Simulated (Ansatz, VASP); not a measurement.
InAs in VASP and in Ansatz

The input POSCAR:

```
InAs
1.0
    0.0000000000      2.8360163704      2.8360163704
    2.8360163704      0.0000000000      2.8360163704
    2.8360163704      2.8360163704      0.0000000000
In As
1 1
Direct
    0.0000000000      0.0000000000      0.0000000000
    0.2500000000      0.2500000000      0.2500000000
```

Contents of INCAR.step1:

```
SYSTEM = InAs
PREC     = Accurate       ! precision mode
ENCUT    = 520            ! plane-wave cutoff, eV
ISMEAR   = -1             ! smearing method
SIGMA    = 0.1            ! smearing width, eV
LREAL    = .FALSE.        ! projectors in reciprocal space
LASPH    = .TRUE.         ! aspherical terms in the spheres
NELM     = 60             ! most SCF steps
NBANDS   = 16             ! bands
GGA      = PE             ! functional
ALGO     = Normal         ! electronic algorithm
EDIFF    = 1E-4           ! SCF threshold, eV
LWAVE    = .TRUE.         ! write WAVECAR
LCHARG   = .FALSE.        ! write CHGCAR
```

Contents of INCAR.step2:

```
SYSTEM = InAs
PREC     = Accurate       ! precision mode
ENCUT    = 520            ! plane-wave cutoff, eV
EDIFF    = 1E-6           ! SCF threshold, eV
ISMEAR   = -1             ! smearing method
SIGMA    = 0.1            ! smearing width, eV
LREAL    = .FALSE.        ! projectors in reciprocal space
LASPH    = .TRUE.         ! aspherical terms in the spheres
NELM     = 60             ! most SCF steps
ALGO     = Normal         ! electronic algorithm
ISIF     = 2              ! what is computed and relaxed
LWAVE    = .FALSE.        ! write WAVECAR
LCHARG   = .TRUE.         ! write CHGCAR
METAGGA  = R2SCAN         ! meta-GGA
LMIXTAU  = .TRUE.       
LELF     = .TRUE.         ! ELF
LVHAR    = .TRUE.       
NBANDS   = 16             ! bands
ISTART   = 1
```

The input KPOINTS:

```
Automatic mesh
0
G
  11 11 11
  0 0 0
```

Input for Ansatz:

```yaml
crystal:
  lattice:
    - [0.0, 2.8360163704, 2.8360163704]
    - [2.8360163704, 0.0, 2.8360163704]
    - [2.8360163704, 2.8360163704, 0.0]
  atoms:
    - { symbol: In, position: [0.0, 0.0, 0.0] }
    - { symbol: As, position: [0.25, 0.25, 0.25] }
kpoints:
  mp_grid: { grid: [11, 11, 11] }
  band_path:
    path:
      - [0.0, 0.0, 0.0]
      - [-0.5, -0.5, 0.0]
      - [-0.375, -0.375, 0.25]
      - [-0.375, 0.0, 0.375]
      - [0.0, 0.0, 0.0]
      - [0.0, 0.0, 0.5]
      - [-0.5, -0.25, 0.25]
      - [-0.5, -0.5, 0.0]
    npoints: 8
scf:
  occupations: { method: fermi_dirac, width: 0.1 }
hamiltonian:
  xc: r2scan
  pseudopotentials: { kind: paw }
output:
  forces: true
  stress: true
  eigenvalues: true
  populations: true
  dos: { projected: true, de: 0.2, e_range: [-14, 8] }
```

Change from the starting cell: volume scaled by 0.8, PAW files.

Alike in both runs: task single point; functional r2SCAN; k mesh 11 × 11 × 11; occupations fermi-dirac, width 0.1 eV; no spin polarisation.

|  | VASP | Ansatz |
| --- | --- | --- |
| version | VASP 6.6.1 | Ansatz 0.2.0 |
| potentials or method | VASP PAW PBE potentials, release 64 (In_d, As) | PAW with Ansatz's default frozen-core files, scalar-relativistic |
| plane-wave cutoff (eV) | 520 | 500 |
| valence electrons in the cell | 18 | 28 |

Ansatz gave:

```
pressure (GPa) : 21.4
```

Problem. Estimate VASP's values.

Solution. Pressure (GPa): 21.5.

The functional is the same, so the differences come from potentials, cutoffs and numerics. The two sets of potentials don't hold the same shells in valence.

Caveats: so large a pressure means that the cell lies far from this level's equilibrium, or that cutoff or potentials fall short (VASP); the potentials were made for another functional, which shifts forces and pressure (VASP); spin-orbit coupling is left out, which moves the levels of the heavy elements; an odd mesh through Γ misses points on the zone boundary, where band edges often lie.
